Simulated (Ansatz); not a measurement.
# TePb (Pm-3m) in Ansatz: a series of runs

Aim: see how the results for TePb move with the level of theory and the settings. Levels: BLYP, r2SCAN. Tasks: band structure.

Program: Ansatz 0.2.0. These are calculated values, not measurements. Logs are shortened: lines on timing, memory, paths and dates and some standing lists are left out, and cuts for length are marked.

### 1 Starting point

The structure is cubic, space group Pm-3m (No. 221). The conventional cell has a = 4.002 Å, b = 4.002 Å, c = 4.002 Å, α = 90.00°, β = 90.00°, γ = 90.00°. Pb (site symmetry m-3m) is surrounded by 8 Te at 3.47 Å. Te (site symmetry m-3m) has 8 Pb at 3.47 Å as nearest neighbours.

Measurements of this composition are mostly on another form, of space group No. 225.

### 2 Band structure, BLYP

Input file input.yaml:

```yaml
crystal:
  lattice:
    - [4.002287, 0.0, 0.0]
    - [0.0, 4.002287, 0.0]
    - [0.0, 0.0, 4.002287]
  atoms:
    - { symbol: Pb, position: [0.0, 0.0, 0.0] }
    - { symbol: Te, position: [0.5, 0.5, 0.5] }
hamiltonian:
  xc: blyp
  pseudopotentials: { kind: paw }
kpoints:
  mp_grid: { grid: [7, 7, 7] }
  band_path:
    path:
      - [[0.0, 0.0, 0.0], [0.0, 0.5, 0.0], [0.5, 0.5, 0.0], [0.0, 0.0, 0.0], [0.5, 0.5, 0.5], [0.0, 0.5, 0.0]]
      - [[0.5, 0.5, 0.0], [0.5, 0.5, 0.5]]
    npoints: 14
scf:
  occupations: { method: fermi_dirac, width: 0.05 }
  n_extra_bands: 6
output:
  forces: true
  stress: true
  eigenvalues: true
  fatbands: false
```

Potentials or basis: Ansatz PAW.

Run with:

```sh
ansatz run input.yaml --threads 2 --pin off --max-ram 5632MiB --backend cpu --events-out ev --progress --plain --runs-dir out
```

Output:

```text
Warning: RAYON_NUM_THREADS=2 ignored (pool sized by the plan → 2); use --threads N
scf.n_extra_bands = 6 over 15 filled bands (N_el = 30.0): the run solves 21 bands
Engine: ansatz 0.2.0, x86_64-unknown-linux-gnu
Pseudopotentials: kind: paw
Pseudopotential: Pb, paw, valence charge 14, recommended cutoff 420 eV (normal), Pb.paw.azcp
Pseudopotential: Te, paw, valence charge 16, recommended cutoff 420 eV (normal), Te.paw.azcp
Functional definition: BLYP
  parameter beta = 0.0042
  parameter a = 0.04918
  parameter b = 0.132
  parameter c = 0.2533
  parameter d = 0.349
  exchange = b88_x(beta = beta)
  correlation = lyp_c(a = a, b = b, c = c, d = d)
Crystal: 2 atoms, lattice volume = 64.110 Å³
Basis set: ecut = 420 eV, 1237 PW (Γ), exchange–correlation on 54×54×54 points (8 copies of the dense FFT grid, shifted against one another)
Bands: 21, of which v1, the nominal top of the filled ones, is band 15 counted from 1 (14 counted from 0)
Symmetry: 48 space group operations
Space group: Pm-3m (ITA 221), of the structure as read, at distance tolerance 4.0e-5 Å
k-points: 20 of 343
Non-local potential: Pb, projectors of the file, l = 0: 2, l = 1: 2, l = 2: 2, l = 3: 2
Non-local potential: Te, projectors of the file, l = 0: 2, l = 1: 2, l = 2: 2, l = 3: 2
PAW form: soft (Blöchl's): semilocal exchange-correlation on the pseudo side does not see the compensation charge
PAW frozen core: Pb, regenerated for the run's functional, and the local potential with it (the file was generated under x = pbe(κ = 0.804, μ = 0.2195149727645171), c = pbe(β = 0.06672455060314922))
PAW frozen core: Te, regenerated for the run's functional, and the local potential with it (the file was generated under x = pbe(κ = 0.804, μ = 0.2195149727645171), c = pbe(β = 0.06672455060314922))
PAW one-centre angular grid: Pb, 590 points (default); XC on 64 Gauss nodes
PAW one-centre angular grid: Te, 590 points (default); XC on 64 Gauss nodes
Initial density: superposition of atomic densities (neutral atoms: chi_scale 0, normalization atom), corrected by the library's trained network
Initial wavefunctions: pseudopotential atomic-orbital guess
Functional: x = b88, c = lyp
SCF iter   1: F=—  HF=-18932.110187 eV  |F-HF|=—  |Δ(HF+E_count)|=         —  Δρ=7.25e-3  dr2=5.35e-2  ethr=1.77e-3  ⟨swp⟩=7.1  Hψ=2224  notcnv=0
preconditioner: auto → Resta (q_TF=auto, 2.404 Å⁻¹)  ε∞=2.6  [insulator: Δε(μ)=0.159 eV  Ē_g=16.472 eV  σ=0.050 eV  W_gap=0.64  n_scr=18 (ndim 8)  ℏωp=20.7 eV  f_vac=0.000  D(μ)=0.88/eV (n_scr^D=6)  ε∞_Penn≈2.6]
SCF iter   2: F=—  HF=-18932.097365 eV  |F-HF|=—  |Δ(HF+E_count)|=   1.28e-2  Δρ=2.64e-3  dr2=3.47e-3  ethr=1.78e-4  ⟨swp⟩=2.8  Hψ=698  notcnv=0  defer=29
preconditioner: auto → Kerker (q_TF=auto, 2.404 Å⁻¹)  [metal: Δε(μ)=0.091 eV  Ē_g=16.511 eV  σ=0.050 eV  W_gap=0.41  n_scr=18 (ndim 8)  ℏωp=20.7 eV  f_vac=0.000  D(μ)=1.38/eV (n_scr^D=6)]
SCF iter   3: F=—  HF=-18932.096887 eV  |F-HF|=—  |Δ(HF+E_count)|=   4.78e-4  Δρ=1.21e-3  dr2=1.17e-3  ethr=1.16e-5  ⟨swp⟩=2.4  Hψ=699  notcnv=0  defer=29
SCF iter   4: F=—  HF=-18932.096856 eV  |F-HF|=—  |Δ(HF+E_count)|=   3.10e-5  Δρ=3.79e-4  dr2=1.51e-4  ethr=3.89e-6  ⟨swp⟩=2.0  Hψ=412  notcnv=0  defer=29
SCF iter   5: F=—  HF=-18932.096864 eV  |F-HF|=—  |Δ(HF+E_count)|=   8.17e-6  Δρ=5.15e-5  dr2=1.17e-6  ethr=5.02e-7  ⟨swp⟩=2.0  Hψ=500  notcnv=0  defer=29
SCF iter   6: F=—  HF=-18932.096882 eV  |F-HF|=—  |Δ(HF+E_count)|=   1.72e-5  Δρ=2.21e-5  dr2=2.65e-7  ethr=3.33e-10  ⟨swp⟩=10.9  Hψ=2531  notcnv=0
SCF iter   7: F=-18932.096882 eV  HF=-18932.096882 eV  |F-HF|=2.29e-8  |Δ(HF+E_count)|=   7.55e-8  Δρ=8.74e-6  dr2=4.34e-8  ethr=3.33e-10  ⟨swp⟩=6.0  Hψ=1728  notcnv=0
SCF 1 converged in 7 iterations: F = -18932.096882 eV  dr2 = 4.34e-8
NSCF: frozen V_eff on 86 k-points
SCF converged after 7 iterations
Free energy (F): -18932.096882 eV
Harris-Foulkes:  -18932.096882 eV  (|F-HF|=2.29e-8)
Internal energy: -18932.085609 eV  (E = F + TS)
E sigma→0 (E₀):  -18932.091246 eV
Entropy (-TS):   -0.011272 eV (-5.636 meV/atom)
Fermi energy:    10.057318 eV
--- Per-component energies (eV) ---
  E_band       = -281.563492
  E_kinetic    = 469.515267
  E_local      = -2204.891204  (includes V_loc(G=0)·N_el)
  E_nonlocal   = 35.035456
  E_hartree    = 1177.997293
  E_xc         = -341.346257
  E_vxc        = -231.597821  (∫ρ·V_xc dr)
  E_paw        = -15114.908979  (= ΣΔE_a)
  E_vpaw       = -705.617734  (= ΣTr[D̂ρ^β])
  E_aug_tail   = -0.000147  (compensation charges beyond the density's cutoff)
  E_ewald      = -2953.345067
  E_core_change = -0.141972  (= ΣΔE_core)
  E_smearing   = -0.011272  (= −TS)
  E_closure    = 0.000000  (closes the sum)
  Σ components = -18932.096882   (vs F -18932.096882, Δ=0.00e0)
--- Forces (eV/Å), atoms counted from 1 ---
  atom   1  Pb    -0.00000000    -0.00000000    -0.00000000
  atom   2  Te     0.00000000    -0.00000000     0.00000000
  max |Σ_I F_I| component: 2.75e-29 eV/Å
--- Stress (GPa, compression-positive) ---
        3.709819       0.000000       0.000000
        0.000000       3.709819       0.000000
        0.000000       0.000000       3.709819
  P = ⅓ Tr σ = 3.7098 GPa (37.098 kbar)
--- Band table (eV; the first three rows and the last of 20) ---
  k-point 0: bands = ["-26.0774", "-26.0774", "-26.0760", "-26.0760", "-26.0760", "-7.2015", "-7.2015", "-7.1214", "-7.1214", "-7.1214", "-2.1280", "3.0713", "8.4887", "8.4887", "8.4887", "14.4230", "14.4230", "15.1067", "15.1067", "15.1067", "20.3163"]
  k-point 1: bands = ["-26.0774", "-26.0767", "-26.0762", "-26.0762", "-26.0760", "-7.2009", "-7.1888", "-7.1261", "-7.1261", "-7.1211", "-1.9678", "2.7564", "8.3754", "8.6683", "8.6683", "13.9032", "14.5688", "14.6216", "14.6216", "15.5566", "20.4143"]
  k-point 2: bands = ["-26.0774", "-26.0766", "-26.0766", "-26.0760", "-26.0750", "-7.1996", "-7.1603", "-7.1365", "-7.1365", "-7.1204", "-1.5138", "1.9377", "8.4698", "9.1665", "9.1665", "12.1371", "13.5086", "13.5086", "14.9936", "17.8807", "18.7055"]
  k-point 19: bands = ["-26.0777", "-26.0777", "-26.0777", "-26.0718", "-26.0718", "-7.1717", "-7.1700", "-7.1700", "-7.0976", "-7.0976", "0.1883", "2.4993", "7.2168", "7.5135", "7.5135", "9.5119", "9.5119", "10.2638", "22.0342", "22.7470", "22.7470"]
```

Run time: 3.5 s. Hardware: 2 threads of Intel Xeon at 2.70GHz, shared host; peak memory 0.36 GiB.

What came out:

```
Free energy            : -18932.0969 eV
Pressure               : 3.7 GPa
Band gap on the k mesh : none (metal or under the smearing width)
```

Levels at the corners of the path, in eV from the Fermi level:
| point | band 13 | band 14 | band 15 | band 16 | band 17 | band 18 |
| --- | --- | --- | --- | --- | --- | --- |
| Γ | -1.57 | -1.57 | -1.57 | 4.37 | 4.37 | 5.05 |
| X | -0.80 | -0.16 | -0.16 | 0.22 | 2.24 | 2.24 |
| M | -4.29 | -4.29 | 0.19 | 3.33 | 3.65 | 3.65 |
| Γ | -1.57 | -1.57 | -1.57 | 4.37 | 4.37 | 5.05 |
| R | -2.38 | -2.38 | -2.38 | -0.97 | -0.97 | -0.97 |
| X | -0.80 | -0.16 | -0.16 | 0.22 | 2.24 | 2.24 |
| M | -4.29 | -4.29 | 0.19 | 3.33 | 3.65 | 3.65 |
| R | -2.38 | -2.38 | -2.38 | -0.97 | -0.97 | -0.97 |

Caveat: spin-orbit coupling is left out, which moves the levels of the heavy elements; the PAW data sets come from PBE, with cores solved anew for the run's functional, which leaves a small shift of forces and pressure.

### 3 Band structure, r2SCAN

Edit input.yaml of step 2 so:

```diff
@@ -9,3 +9,3 @@
 hamiltonian:
-  xc: blyp
+  xc: r2scan
   pseudopotentials: { kind: paw }
@@ -25,2 +25,2 @@
   eigenvalues: true
-  fatbands: false
+  fatbands: true
```

Potentials or basis: Ansatz PAW.

Run with:

```sh
ansatz run input.yaml --threads 2 --pin off --max-ram 5632MiB --backend cpu --events-out ev --progress --plain --runs-dir out
```

Output:

```text
Warning: RAYON_NUM_THREADS=2 ignored (pool sized by the plan → 2); use --threads N
scf.n_extra_bands = 6 over 15 filled bands (N_el = 30.0): the run solves 21 bands
[... 2 set-up lines as earlier in the session ...]
Pseudopotential: Pb, paw, valence charge 14, recommended cutoff 500 eV (meta_gga), Pb.paw.azcp
Pseudopotential: Te, paw, valence charge 16, recommended cutoff 500 eV (meta_gga), Te.paw.azcp
Functional definition: r2SCAN
  parameter k0 = 0.174
  parameter k1 = 0.065
  parameter a1 = 4.9479
  exchange = r2scan_x(k0 = k0, k1 = k1, a1 = a1)
  correlation = r2scan_c
Crystal: 2 atoms, lattice volume = 64.110 Å³
Basis set: ecut = 500 eV, 1647 PW (Γ), exchange–correlation on 120×120×120 points (64 copies of the dense FFT grid, shifted against one another)
Bands: 21, of which v1, the nominal top of the filled ones, is band 15 counted from 1 (14 counted from 0)
[... 2 set-up lines as earlier in the session ...]
k-points: 20 of 343
[... 3 set-up lines as earlier in the session ...]
PAW frozen core: Pb, regenerated for the run's functional (the file was generated under x = pbe(κ = 0.804, μ = 0.2195149727645171), c = pbe(β = 0.06672455060314922))
PAW frozen core: Te, regenerated for the run's functional (the file was generated under x = pbe(κ = 0.804, μ = 0.2195149727645171), c = pbe(β = 0.06672455060314922))
PAW one-centre angular grid: Pb, 590 points (default); XC on 160 Gauss nodes
PAW one-centre angular grid: Te, 590 points (default); XC on 160 Gauss nodes
[... 2 set-up lines as earlier in the session ...]
Functional: x = r2scan, c = r2scan; τ floored in thin density (d = 2e-4 eV/Å³)
SCF iter   1: F=—  HF=-18916.132251 eV  |F-HF|=—  |Δ(HF+E_count)|=         —  Δρ=5.78e-3  dr2=3.35e-2  dr2_τ=1.70e-3  ethr=1.77e-3  ⟨swp⟩=7.0  Hψ=2242  notcnv=0
preconditioner: auto → Resta (q_TF=auto, 2.404 Å⁻¹)  ε∞=2.4  [insulator: Δε(μ)=0.176 eV  Ē_g=17.233 eV  σ=0.050 eV  W_gap=0.69  n_scr=18 (ndim 8)  ℏωp=20.7 eV  f_vac=0.000  D(μ)=0.71/eV (n_scr^D=0)  ε∞_Penn≈2.4]
SCF iter   2: F=—  HF=-18916.132419 eV  |F-HF|=—  |Δ(HF+E_count)|=   1.68e-4  Δρ=2.41e-3  dr2=5.17e-3  dr2_τ=1.49e-4  ethr=1.12e-4  ⟨swp⟩=2.5  Hψ=811  notcnv=0  defer=29
SCF iter   3: F=—  HF=-18916.132266 eV  |F-HF|=—  |Δ(HF+E_count)|=   1.53e-4  Δρ=5.57e-4  dr2=1.49e-4  dr2_τ=8.23e-6  ethr=1.72e-5  ⟨swp⟩=2.9  Hψ=697  notcnv=0  defer=29
SCF iter   4: F=—  HF=-18916.132365 eV  |F-HF|=—  |Δ(HF+E_count)|=   9.85e-5  Δρ=2.02e-4  dr2=1.66e-5  dr2_τ=3.86e-7  ethr=4.95e-7  ⟨swp⟩=2.1  Hψ=497  notcnv=0  defer=29
SCF iter   5: F=—  HF=-18916.132382 eV  |F-HF|=—  |Δ(HF+E_count)|=   1.69e-5  Δρ=3.46e-5  dr2=1.21e-6  dr2_τ=1.90e-8  ethr=5.53e-8  ⟨swp⟩=2.1  Hψ=552  notcnv=0  defer=29
SCF iter   6: F=-18916.132382 eV  HF=-18916.132382 eV  |F-HF|=3.67e-10  |Δ(HF+E_count)|=   1.66e-7  Δρ=8.27e-6  dr2=4.89e-8  dr2_τ=3.50e-9  ethr=3.33e-10  ⟨swp⟩=10.8  Hψ=2378  notcnv=0
SCF 1 converged in 6 iterations: F = -18916.132382 eV  dr2 = 4.89e-8
NSCF: frozen V_eff on 86 k-points
SCF converged after 6 iterations
Free energy (F): -18916.132382 eV
Harris-Foulkes:  -18916.132382 eV  (|F-HF|=3.67e-10)
Internal energy: -18916.124741 eV  (E = F + TS)
E sigma→0 (E₀):  -18916.128561 eV
Entropy (-TS):   -0.007641 eV (-3.820 meV/atom)
Fermi energy:    9.532889 eV
--- Per-component energies (eV) ---
  E_band       = -314.804779
  E_kinetic    = 466.422812
  E_local      = -2207.259933  (includes V_loc(G=0)·N_el)
  E_nonlocal   = 40.309427
  E_hartree    = 1178.062416
  E_xc         = -323.569295
  E_vxc        = -256.439988  (∫ρ·V_xc dr)
  E_paw        = -15117.995437  (= ΣΔE_a)
  E_vpaw       = -731.162541  (= ΣTr[D̂ρ^β])
  E_aug_tail   = -0.000021  (compensation charges beyond the density's cutoff)
  E_vtau       = 17.196756  (kinetic-family band-sum trace: ∫τ·v_τ [+ j·A + Jᵃ·Aᵃ] dr)
  E_ewald      = -2953.345067
  E_core_change = 1.250358  (= ΣΔE_core)
  E_smearing   = -0.007641  (= −TS)
  E_closure    = -0.000000  (closes the sum)
  Σ components = -18916.132382   (vs F -18916.132382, Δ=0.00e0)
--- Forces (eV/Å), atoms counted from 1 ---
  atom   1  Pb    -0.00000000     0.00000000     0.00000000
  atom   2  Te     0.00000000    -0.00000000     0.00000000
  max |Σ_I F_I| component: 5.85e-30 eV/Å
--- Stress (GPa, compression-positive) ---
       -0.224195       0.000000       0.000000
        0.000000      -0.224195      -0.000000
        0.000000      -0.000000      -0.224195
  P = ⅓ Tr σ = -0.2242 GPa (-2.242 kbar)
--- Band table (eV; the first three rows and the last of 20) ---
  k-point 0: bands = ["-27.4992", "-27.4992", "-27.4982", "-27.4982", "-27.4982", "-8.4289", "-8.4289", "-8.3426", "-8.3426", "-8.3426", "-3.0852", "2.6181", "7.8532", "7.8532", "7.8532", "14.0016", "14.0016", "15.0444", "15.0444", "15.0444", "20.4440"]
  k-point 1: bands = ["-27.4992", "-27.4984", "-27.4984", "-27.4983", "-27.4982", "-8.4283", "-8.4161", "-8.3475", "-8.3475", "-8.3423", "-2.9146", "2.2496", "7.7635", "8.0419", "8.0419", "13.7353", "14.1543", "14.4987", "14.4987", "15.2402", "20.2715"]
  k-point 2: bands = ["-27.4991", "-27.4988", "-27.4988", "-27.4981", "-27.4965", "-8.4269", "-8.3874", "-8.3584", "-8.3584", "-8.3415", "-2.4297", "1.3137", "7.9183", "8.5640", "8.5640", "11.9143", "13.2741", "13.2741", "14.5995", "17.6652", "18.4793"]
  k-point 19: bands = ["-27.5002", "-27.5001", "-27.5001", "-27.4927", "-27.4927", "-8.3950", "-8.3932", "-8.3932", "-8.3242", "-8.3242", "-0.5467", "1.9197", "6.5121", "6.7981", "6.7981", "9.0203", "9.0203", "9.8037", "22.1817", "22.9216", "22.9216"]
```

fatbands.tsv:

```text
# ik	k_distance	band	e_minus_ef	pb0_l0_6S	pb0_l1_6P	pb0_l2_5D	te1_l0_5S	te1_l1_5P	te1_l2_4D
# fermi_ev = 9.532889
# lock_threshold_ev = 1e-12
# [0, 0, 0] at k_distance = 0.000000
# [0, 0.5, 0] at k_distance = 0.784949
# [0.5, 0.5, 0] at k_distance = 1.569899
# [0, 0, 0] at k_distance = 2.679985
# [0.5, 0.5, 0.5] at k_distance = 4.039557
# [0, 0.5, 0] at k_distance = 5.149643
# [0.5, 0.5, 0] at k_distance = 5.149643
# [0.5, 0.5, 0.5] at k_distance = 5.934592
# jumps = 71
# n_points = 86
0	0.000000	0	-37.032074	0.000000	0.000000	0.000006	0.000000	0.000000	0.999977
0	0.000000	1	-37.032074	0.000000	0.000000	0.000006	0.000000	0.000000	0.999977
0	0.000000	2	-37.031062	0.000000	0.000000	0.000012	0.000000	0.000000	0.999973
0	0.000000	3	-37.031062	0.000000	0.000000	0.000012	0.000000	0.000000	0.999973
0	0.000000	4	-37.031062	0.000000	0.000000	0.000012	0.000000	0.000000	0.999973
0	0.000000	5	-17.961771	0.000000	0.000000	0.999946	0.000000	0.000000	0.000006
[... 1799 lines left out ...]
85	5.934592	19	14.618863	0.000000	0.000000	0.000071	0.000000	0.006974	0.000000
85	5.934592	20	14.618863	0.000000	0.000000	0.000071	0.000000	0.006974	0.000000
```

Run time: 7.5 s. Hardware: 2 threads of Intel Xeon at 2.70GHz, shared host; peak memory 0.48 GiB.

Results:

- Free energy: -18916.1324 eV
- Pressure: -0.2 GPa
- Band gap on the k mesh: none (metal or under the smearing width)

Levels at the corners of the path, in eV from the Fermi level:
| point | band 11 | band 12 | band 13 | band 14 | band 15 | band 16 | band 17 | band 18 | band 19 | band 20 |
| --- | --- | --- | --- | --- | --- | --- | --- | --- | --- | --- |
| Γ | -12.62 | -6.91 | -1.68 | -1.68 | -1.68 | 4.47 | 4.47 | 5.51 | 5.51 | 5.51 |
| X | -11.19 | -9.39 | -0.80 | -0.22 | -0.22 | 0.48 | 2.44 | 2.44 | 5.85 | 7.39 |
| M | -10.41 | -8.21 | -4.53 | -4.53 | 0.17 | 3.66 | 3.98 | 3.98 | 6.65 | 7.38 |
| Γ | -12.62 | -6.91 | -1.68 | -1.68 | -1.68 | 4.47 | 4.47 | 5.51 | 5.51 | 5.51 |
| R | -10.01 | -7.46 | -2.58 | -2.58 | -2.58 | -0.94 | -0.94 | -0.94 | 14.62 | 14.62 |
| X | -11.19 | -9.39 | -0.80 | -0.22 | -0.22 | 0.48 | 2.44 | 2.44 | 5.85 | 7.39 |
| M | -10.41 | -8.21 | -4.53 | -4.53 | 0.17 | 3.66 | 3.98 | 3.98 | 6.65 | 7.38 |
| R | -10.01 | -7.46 | -2.58 | -2.58 | -2.58 | -0.94 | -0.94 | -0.94 | 14.62 | 14.62 |

Caveat: spin-orbit coupling is left out, which moves the levels of the heavy elements; the PAW data sets come from PBE, with cores solved anew for the run's functional, which leaves a small shift of forces and pressure.
